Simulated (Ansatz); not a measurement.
Take ZnTe in the zinc blende structure (space group F-43m, No. 216) as the base.

```xyz
2
Lattice="0.0000 3.0573 3.0573 3.0573 0.0000 3.0573 3.0573 3.0573 0.0000" Properties=species:S:1:pos:R:3 pbc="T T T"
Te     4.5860     4.5860     4.5860
Zn     0.0000     0.0000     0.0000
```

Cartesian axes are those of the cell as printed.

Level of theory: r2SCAN (Ansatz, a first-principles code), without spin-orbit coupling, earlier PAW set.

The change: the cell is stretched by 1.59 % along y with no lateral relaxation; the atoms relax in the strained cell.

**Question.** Predict the stress tensor and what it implies for the stiffness.

**Answer.** Stress of the strained cell less that of the base (GPa, compression positive):
```
  -0.58    0.00    0.00
   0.00   -1.11    0.00
   0.00    0.00   -0.58
```

Then −Δσ_ii/ε with ε = 0.0159 gives secant stiffness values (nonlinear terms included at this strain): C22 ≈ 70 GPa, C12 ≈ 37 GPa and C23 ≈ 37 GPa.

Stability against distortions was not tested.
